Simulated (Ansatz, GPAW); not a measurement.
This is a calculation of Cu (Copper) for GPAW 26.7.0 (ASE script). 

Contents of run.py:

```python
from ase import Atoms
from ase.dft.bandgap import bandgap
from ase.io import write
from ase.units import GPa
from gpaw import GPAW, PW

atoms = Atoms(['Cu'],
              cell=[[0.0, 1.8075, 1.8075],
                    [1.8075, 0.0, 1.8075],
                    [1.8075, 1.8075, 0.0]],
              scaled_positions=[[0.0, 0.0, 0.0]],
              pbc=True)

calc = GPAW(mode=PW(600),
            xc='PBE',
            kpts={'size': (13, 13, 13), 'gamma': True},
            occupations={'name': 'methfessel-paxton', 'order': 0, 'width': 0.016},
            nbands=14,
            convergence={'density': 1e-05, 'energy': 1e-05},
            maxiter=150,
            txt='gpaw.txt')
atoms.calc = calc
energy = atoms.get_potential_energy()
forces = atoms.get_forces()
stress = atoms.get_stress()
calc.write('gs.gpw')
write('result.traj', atoms)
print(f'Energy: {energy:.6f} eV')
print('Forces (eV/A):')
print(forces.round(4))
print('Stress (GPa):', (stress / GPa).round(3))
print('Fermi level:', round(calc.get_fermi_level(), 4), 'eV')
print(f'Gap: {bandgap(calc)[0]:.4f} eV, direct: {bandgap(calc, direct=True)[0]:.4f} eV')
```

Potentials or basis: GPAW PAW data sets (gpaw-data 1.2.1), pw.

Launch:

```console
$ OMP_NUM_THREADS=1 python run.py
```

**Question.** Translate it to Ansatz 0.2.0. Potentials or basis there: all-electron LAPW, scalar-relativistic.

**Answer.** As run (cutoffs and basis follow the program's own potentials, and thresholds, step limits or extra output files can differ):

File input.yaml:

```yaml
crystal:
  lattice:
    - [0.0, 1.8075, 1.8075]
    - [1.8075, 0.0, 1.8075]
    - [1.8075, 1.8075, 0.0]
  atoms:
    - { symbol: Cu, position: [0.0, 0.0, 0.0] }
kpoints:
  mp_grid: { grid: [13, 13, 13] }
scf:
  occupations: { method: gaussian, width: 0.016 }
hamiltonian:
  xc: pbe
  pseudopotentials: { kind: all_electron, lapw: { basis_error: 0.001 } }
output:
  forces: true
  stress: true
  eigenvalues: true
```

Potentials or basis: all-electron LAPW, scalar-relativistic.

The run is started by

```sh
$ ansatz run input.yaml --threads 1 --pin off --max-ram 3072MiB --backend cpu --events-out ev --progress --plain --runs-dir out
```

Both were run:

|  | GPAW | Ansatz |
| --- | --- | --- |
| Pressure | 3.1 GPa | 1.7 GPa |

Where Ansatz's input types no cutoff or centring, it takes its own default and a Γ-centred mesh.

The two runs disagree by more than potentials and bases usually give (in gap, levels, pressure or energy); the cause wasn't traced.

Pressure is positive in compression.
